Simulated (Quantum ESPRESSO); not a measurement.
The system is HgTe.

```
CELL_PARAMETERS angstrom
0.00000 3.18000 3.18000
3.18000 0.00000 3.18000
3.18000 3.18000 0.00000
ATOMIC_POSITIONS crystal
Hg 0.00000 0.00000 0.00000
Te 0.50000 0.50000 0.50000
```

Measurements of this composition are mostly on another form, of space group No. 216.

* Program: Quantum ESPRESSO 7.5
* Task: phonons
* Functional: BLYP
* Potentials or basis: SPMS 1.0 PBE
* Cutoff: 952 eV
* Density cutoff: 3810 eV
* k mesh: 5 × 5 × 5
* Occupations: cold, width 0.272 eV
* Spin: no spin polarisation
* Mixing beta: 0.5
* Most SCF iterations: 120
* SCF threshold: 4e-10 Ry

At Γ the optical frequencies are 60 60 60 cm⁻¹, at a pressure of -0.5 GPa.

Q: How do the modes respond when the cell is scaled evenly, at fixed shape?

A: The highest mode has a Grüneisen parameter of 4.36 and moves by +8.4 cm⁻¹ per GPa. None of the listed modes softens on compression. The pressures give a bulk modulus of about 31 GPa.

Frequencies at 99 % and 101 % of the volume (pressures -0.1 and -0.8 GPa), ions relaxed:
| mode | 99 % (cm⁻¹) | 101 % (cm⁻¹) | Grüneisen parameter |
| --- | --- | --- | --- |
| 4 | 63.0 | 57.8 | 4.36 |
| 5 | 63.0 | 57.8 | 4.36 |
| 6 | 63.0 | 57.8 | 4.36 |

Modes are matched by their order; those that don't vary smoothly over the three volumes are left out.

Caveat: the k mesh is coarse; the mesh is thin for the phonons of a metal; the potentials were made for another functional, which shifts forces and pressure.
